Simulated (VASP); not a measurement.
# Si in VASP: single point with r2SCAN+rVV10

Aim: the single point of Si with r2SCAN+rVV10.

Everything below comes from runs of VASP 6.6.1. Logs are shortened: lines on timing, memory, paths and dates and some standing lists are left out, and cuts for length are marked.

## (1) The structure

The cell holds a slab with vacuum, 10 atoms: a = 3.844 Å, b = 3.844 Å, c = 27.337 Å, α = 90.00°, β = 90.00°, γ = 120.00°.

The cell was built by a generator and needn't be a form met in nature.

## (2) Single point, r2SCAN+rVV10

File POSCAR:

```
Si
1.0
    3.8435171491     -0.0000000289      0.0000000000
   -1.9217585496      3.3285835055      0.0000000000
    0.0000000000      0.0000000000     27.3373907867
Si
10
Direct
    0.0000000000      0.0000000000      0.2618389935
    0.6666666667      0.3333333333      0.2842672973
    0.6666666667      0.3333333333      0.3712002039
    0.3333333333      0.6666666667      0.3993862713
    0.3333333333      0.6666666667      0.4857102816
    0.0000000000      0.0000000000      0.5142904432
    0.0000000000      0.0000000000      0.6006144520
    0.6666666667      0.3333333333      0.6288005279
    0.6666666667      0.3333333333      0.7157334299
    0.3333333333      0.6666666667      0.7381617544
```

File INCAR.step1:

```
PREC = Accurate ; ENCUT = 520
ISMEAR = 0 ; SIGMA = 0.03
LREAL = F ; LASPH = T
NELM = 100 ; LDIPOL = T
IDIPOL = 3 ; DIPOL = 0.5 0.5 0.500
NBANDS = 31 ; GGA = PE
ALGO = Normal ; EDIFF = 1E-4
LWAVE = T ; LCHARG = F
```

File INCAR.step2:

```
PREC = Accurate ; ENCUT = 520
EDIFF = 1E-7 ; ISMEAR = 0
SIGMA = 0.03 ; LREAL = F
LASPH = T ; NELM = 100
ALGO = Normal ; ISIF = 2
LWAVE = F ; LCHARG = F
LDIPOL = T ; IDIPOL = 3
DIPOL = 0.5 0.5 0.500 ; METAGGA = R2SCAN
LMIXTAU = T ; LUSE_VDW = T
IVDW_NL = 2 ; BPARAM = 11.95
CPARAM = 0.0093 ; NBANDS = 31
ISTART = 1
```

File KPOINTS:

```
regular mesh
0
Gamma
  12 12 1
```

Potentials or basis: VASP PAW PBE potentials, release 64 (Si).

Started as:

```
> cat potpaw_PBE.64/Si/POTCAR > POTCAR
> cp INCAR.step1 INCAR
> mpirun -np 1 vasp_std > vasp.out
> cp INCAR.step2 INCAR
> mpirun -np 1 vasp_std > vasp.out
```

OUTCAR:

```text
PREC = Accurate
   ENCUT = 520
   EDIFF = 1E-7
   ISMEAR = 0
   LREAL = F
   LASPH = T
   NELM = 100
   ISIF = 2
   METAGGA = R2SCAN
   IVDW_NL = 2
   BPARAM = 11.95
   ISTART = 1

 ion  position               nearest neighbor table
   1  0.000  0.000  0.262-   2 2.30   2 2.30   2 2.30
   2  0.667  0.333  0.284-   1 2.30   1 2.30   1 2.30   3 2.38
   3  0.667  0.333  0.371-   4 2.35   4 2.35   4 2.35   2 2.38
   4  0.333  0.667  0.399-   3 2.35   3 2.35   3 2.35   5 2.36
   5  0.333  0.667  0.486-   6 2.35   6 2.35   6 2.35   4 2.36
   6  0.000  0.000  0.514-   5 2.35   5 2.35   5 2.35   7 2.36
   7  0.000  0.000  0.601-   8 2.35   8 2.35   8 2.35   6 2.36
   8  0.667  0.333  0.629-   7 2.35   7 2.35   7 2.35   9 2.38
   9  0.667  0.333  0.716-  10 2.30  10 2.30  10 2.30   8 2.38
  10  0.333  0.667  0.738-   9 2.30   9 2.30   9 2.30

  LATTYP: Found a hexagonal cell.
 ALAT       =     3.8435171491
 C/A-ratio  =     7.1125975835

  Lattice vectors:

 A1 = (   3.8435171491,  -0.0000000289,   0.0000000000)
 A2 = (  -1.9217585496,   3.3285835055,   0.0000000000)
 A3 = (   0.0000000000,   0.0000000000,  27.3373907867)

Analysis of symmetry for initial positions (statically):
=====================================================================
 Subroutine PRICEL returns:
 Original cell was already a primitive cell.

 Routine SETGRP: Setting up the symmetry group for a
 hexagonal supercell.

 Subroutine GETGRP returns: Found 12 space group operations
 (whereof  6 operations were pure point group operations)
 out of a pool of 24 trial point group operations.

The static configuration has the point symmetry C_3v.
 The point group associated with its full space group is D_3d.

Analysis of symmetry for dynamics (positions and initial velocities):
=====================================================================
 Subroutine PRICEL returns:
 Original cell was already a primitive cell.

 Routine SETGRP: Setting up the symmetry group for a
 hexagonal supercell.

 Subroutine GETGRP returns: Found 12 space group operations
 (whereof  6 operations were pure point group operations)
 out of a pool of 24 trial point group operations.

The dynamic configuration has the point symmetry C_3v.
 The point group associated with its full space group is D_3d.

 Subroutine INISYM returns: Found 12 space group operations
 (whereof  6 operations are pure point group operations),
 and found     1 'primitive' translations

----------------------------------------------------------------------------------------

                                     Primitive cell

  volume of cell :     349.7400

  direct lattice vectors                    reciprocal lattice vectors
     3.843517149 -0.000000029  0.000000000     0.260178364  0.150214046  0.000000000
    -1.921758550  3.328583506  0.000000000     0.000000002  0.300428096  0.000000000
     0.000000000  0.000000000 27.337390787     0.000000000  0.000000000  0.036579936

  length of vectors
     3.843517149  3.843517149 27.337390787     0.300428096  0.300428096  0.036579936

  position of ions in fractional coordinates (direct lattice)
     0.000000000  0.000000000  0.261838993
     0.666666667  0.333333333  0.284267297
     0.666666667  0.333333333  0.371200204
     0.333333333  0.666666667  0.399386271
     0.333333333  0.666666667  0.485710282
     0.000000000  0.000000000  0.514290443
     0.000000000  0.000000000  0.600614452
     0.666666667  0.333333333  0.628800528
     0.666666667  0.333333333  0.715733430
     0.333333333  0.666666667  0.738161754

  ion indices of the primitive-cell ions
   primitive index   ion index
                 1           1
                 2           2
                 3           3
                 4           4
                 5           5
                 6           6
                 7           7
                 8           8
                 9           9
                10          10

----------------------------------------------------------------------------------------

 KPOINTS: regular mesh

Automatic generation of k-mesh.
 Grid dimensions read from file:
 generate k-points for:   12   12    1

 Generating k-lattice:

  Cartesian coordinates                     Fractional coordinates (reciprocal lattice)
     0.021681530  0.012517837  0.000000000     0.083333333  0.000000000  0.000000000
     0.000000000  0.025035675  0.000000000    -0.000000000  0.083333333  0.000000000
     0.000000000  0.000000000  0.036579936     0.000000000  0.000000000  1.000000000

  Length of vectors
     0.025035675  0.025035675  0.036579936

  Shift w.r.t. Gamma in fractional coordinates (k-lattice)
     0.000000000  0.000000000  0.000000000

 Subroutine IBZKPT returns following result:
 ===========================================

 Found     19 irreducible k-points:

 Following reciprocal coordinates:
            Coordinates               Weight
  0.000000  0.000000  0.000000      1.000000
  0.083333  0.000000  0.000000      6.000000
  0.166667  0.000000  0.000000      6.000000
  0.250000  0.000000  0.000000      6.000000
  0.333333  0.000000  0.000000      6.000000
  0.416667 -0.000000  0.000000      6.000000
[... 11 lines left out ...]
  0.333333  0.250000  0.000000     12.000000
  0.333333  0.333333  0.000000      2.000000
   k-points           NKPTS =     19   k-points in BZ     NKDIM =     19   number of bands    NBANDS=     31
   number of dos      NEDOS =    301   number of ions     NIONS =     10
   total plane-waves  NPLWV = 189000
   dimension x,y,z NGX =    30 NGY =   30 NGZ =  210
   dimension x,y,z NGXF=    60 NGYF=   60 NGZF=  420
   ions per type =              10
   NGX,Y,Z   is equivalent  to a cutoff of  12.98, 12.98, 12.77 a.u.
   NGXF,Y,Z  is equivalent  to a cutoff of  25.95, 25.95, 25.54 a.u.
 SYSTEM =  unknown system
   PREC   = accura    normal or accurate (medium, high low for compatibility)
   ISTART =      1    job   : 0-new  1-cont  2-samecut
   ICHARG =      0    charge: 1-file 2-atom 10-const
   ISPIN  =      1    spin polarized calculation?
   LNONCOLLINEAR =      F non collinear calculations
   LSORBIT =      F    spin-orbit coupling
   LASPH  =      T    aspherical Exc in radial PAW
   ENCUT  =  520.0 eV  38.22 Ry    6.18 a.u.   7.15  7.15 50.83*2*pi/ulx,y,z
   NELM   =    100;   NELMIN=  2; NELMDL=  0     # of ELM steps
   EDIFF  = 0.1E-06   stopping-criterion for ELM
   LREAL  =      F    real-space projection
   EDIFFG = 0.1E-05   stopping-criterion for IOM
   NSW    =      0    number of steps for IOM
   IBRION =     -1    ionic relax: 0-MD 1-quasi-New 2-CG
   NFREE  =      0    steps in history (QN), initial steepest desc. (CG)
   ISIF   =      2    stress and relaxation
   ISYM   =      2    0-nonsym 1-usesym 2-fastsym
   POTIM  = 0.5000    time-step for ionic-motion
   TEBEG  =    0.0;   TEEND  =   0.0 temperature during run
   PSTRESS=    0.0 pullay stress
   NELECT =      40.0000    total number of electrons
   NUPDOWN=      -1.0000    fix difference up-down
   EMIN   =  10.00;   EMAX   =-10.00  energy-range for DOS
   EFERMI =   0.00;   METHOD = LEGACY
   ISMEAR =     0;   SIGMA  =   0.03  broadening in eV -4-tet -1-fermi 0-gaus
   EFERMI_NEDOS =   21; number of points for ismear=-14 and -15
   IALGO  =     38    algorithm
   IMIX   =      4    mixing-type and parameters
     AMIX     =   0.40;   BMIX     =  1.00
     AMIX_MAG =   1.60;   BMIX_MAG =  1.00
  volume/ion in A,a.u.               =      34.97       236.02
  Fermi-wavevector in a.u.,A,eV,Ry     =   0.794657  1.501684  8.591804  0.631480
  Thomas-Fermi vector in A             =   1.900832
   LORBIT       =      0    0 simple, 1 ext, 2 COOP (PROOUT), +10 PAW based schemes
   METAGGA = R2SCAN    functional components
   LHFCALC =     F    Hartree Fock is set to
   AEXX    =    0.0000 exact exchange contribution
   IVDW_NL    =     2    kernel type
   BPARAM     =11.9500
   IVDW    =     0    specifies the selected vdW correction
   LEPSILON=     F    determine dielectric tensor
   LRPA    =     F    only Hartree local field effects (RPA)
 non-spin polarized calculation
 Gauss-broadening in eV      SIGMA  =   0.03
  energy-cutoff  :      520.00
  volume of cell :      349.74
 maximum number of plane-waves:      9483
 NGX is ok and might be reduce to    30
   NGX = 15   NGY = 15   NGZ =101

 number of electron      40.0000002 magnetization

 dipolmoment           0.000000      0.000000      0.000010 electrons x Angstroem

 Free energy of the ion-electron system (eV)
  ---------------------------------------------------
  ext. energy  EPLUGINS =         0.00000000
  ---------------------------------------------------
  free energy    TOTEN  =       -83.96171621 eV

  energy without entropy =      -83.95750193  energy(sigma->0) =      -83.95960907

 E-fermi :   1.3782     XC(G=0):  -6.0908

 val. band max:        1.3687836907   @ k =   0.2500   0.0000   0.0000
 cond. band min:       1.3945773577   @ k =   0.2500   0.1667   0.0000
 fundamental gap:      0.0257936669
 Fermi energy:         1.3782269405

 k-point     1 :       0.0000    0.0000    0.0000
  band No.  band energies     occupation
      1     -11.3446      2.00000
      2     -11.0065      2.00000
      3     -10.4740      2.00000
      4      -9.7587      2.00000
      5      -9.1726      2.00000
      6      -5.5729      2.00000
[... 23 lines left out ...]
     30       4.6043      0.00000
     31       4.6993      0.00000

 k-point     2 :       0.0833    0.0000    0.0000
  band No.  band energies     occupation
      1     -11.2595      2.00000
      2     -10.9215      2.00000
      3     -10.3895      2.00000
      4      -9.6743      2.00000
      5      -9.0874      2.00000
      6      -5.5308      2.00000
[... 23 lines left out ...]
     30       4.7730      0.00000
     31       4.8749      0.00000

 k-point     3 :       0.1667    0.0000    0.0000
  band No.  band energies     occupation
      1     -11.0061      2.00000
      2     -10.6690      2.00000
      3     -10.1385      2.00000
      4      -9.4239      2.00000
      5      -8.8342      2.00000
      6      -5.4391      2.00000
[... 23 lines left out ...]
     30       5.5185      0.00000
     31       5.6791      0.00000

 k-point     4 :       0.2500    0.0000    0.0000
  band No.  band energies     occupation
      1     -10.5917      2.00000
      2     -10.2570      2.00000
      3      -9.7307      2.00000
      4      -9.0189      2.00000
      5      -8.4233      2.00000
      6      -5.4548      2.00000
[... 465 lines left out ...]
     30       6.1590      0.00000
     31       6.2057      0.00000

 k-point    18 :       0.3333    0.2500    0.0000
  band No.  band energies     occupation
      1      -8.5711      2.00000
      2      -8.3527      2.00000
      3      -8.0476      2.00000
      4      -7.6741      2.00000
      5      -6.7628      2.00000
      6      -6.6563      2.00000
[... 23 lines left out ...]
     30       6.1113      0.00000
     31       6.4266      0.00000

 k-point    19 :       0.3333    0.3333    0.0000
  band No.  band energies     occupation
      1      -8.0087      2.00000
      2      -8.0087      2.00000
      3      -7.9941      2.00000
      4      -7.9885      2.00000
      5      -6.6354      2.00000
      6      -6.6352      2.00000
[... 23 lines left out ...]
     30       6.9272      0.00000
     31       7.3367      0.00000

------------------------ aborting loop because EDIFF is reached ----------------------------------------

 vacuum level on the upper side and lower side of the slab       (xc-potential included)         0.100         0.101

  FORCE on cell =-STRESS in cart. coord.  units (eV):
  Direction    XX          YY          ZZ          XY          YZ          ZX
  --------------------------------------------------------------------------------------
  -------------------------------------------------------------------------------------
  Total        0.9971938      0.9971938     -0.2269230     -0.0000000     -0.0000000      0.0000000
  in kB        4.5681970      4.5681970     -1.0395459     -0.0000000     -0.0000000      0.0000000
  external PRESSURE =       2.6989493 kB  Pullay stress =       0.0000000 kB

 VOLUME and BASIS-vectors are now :
 -----------------------------------------------------------------------------
  energy-cutoff  :      520.00
  volume of cell :      349.74
      direct lattice vectors                 reciprocal lattice vectors
     3.843517149 -0.000000029  0.000000000     0.260178364  0.150214046  0.000000000
    -1.921758550  3.328583506  0.000000000     0.000000002  0.300428096  0.000000000
     0.000000000  0.000000000 27.337390787     0.000000000  0.000000000  0.036579936

 POSITION                                       TOTAL-FORCE (eV/Angst)
 -----------------------------------------------------------------------------------
      0.00000      0.00000      7.15799        -0.000000      0.000000      0.014013
      1.92176      1.10953      7.77113         0.000000      0.000000     -0.000102
      1.92176      1.10953     10.14765         0.000000     -0.000000      0.002175
      0.00000      2.21906     10.91818        -0.000000      0.000000      0.000736
      0.00000      2.21906     13.27805        -0.000000      0.000000     -0.000382
      0.00000      0.00000     14.05936         0.000000      0.000000      0.000382
      0.00000      0.00000     16.41923         0.000000     -0.000000     -0.000736
      1.92176      1.10953     17.18977        -0.000000      0.000000     -0.002175
      1.92176      1.10953     19.56628        -0.000000     -0.000000      0.000102
      0.00000      2.21906     20.17942        -0.000000      0.000000     -0.014013
 -----------------------------------------------------------------------------------
    total drift:                               -0.000000      0.000000      0.000469

  FREE ENERGIE OF THE ION-ELECTRON SYSTEM (eV)
  ---------------------------------------------------
  free  energy   TOTEN  =       -83.9617162084 eV

  energy  without entropy=      -83.9575019313  energy(sigma->0) =      -83.95960907

 vacuum level on the upper side and lower side of the slab         6.195         6.196
```

It took 21 min on 1 thread of AMD EPYC 9R45 (Zen 5), shared host; peak memory 1.1 GiB.

Results:

* Free energy: -83.9617 eV
* Largest force: 0.014 eV/Å
* Band gap on the k mesh: none (metal or under the smearing width)

Forces in eV/Å, atoms in the order of the input:
```
Si   0.000  0.000  0.014
Si   0.000  0.000  0.000
Si   0.000  0.000  0.002
Si   0.000  0.000  0.001
Si   0.000  0.000  0.000
Si   0.000  0.000  0.000
Si   0.000  0.000 -0.001
Si   0.000  0.000 -0.002
Si   0.000  0.000  0.000
Si   0.000  0.000 -0.014
```

Levels at points of the mesh, in eV from the Fermi level:
| k point | band 18 | band 19 | band 20 | band 21 | band 22 | band 23 |
| --- | --- | --- | --- | --- | --- | --- |
| (0.00, 0.00, 0.00) | -0.44 | -0.44 | 0.12 | 0.75 | 1.63 | 1.90 |
| (0.50, 0.00, 0.00) | -2.12 | -1.73 | -0.32 | -0.13 | 0.71 | 0.97 |

Caveat: the PAW data sets were made with another functional, which shifts forces and pressure a little.
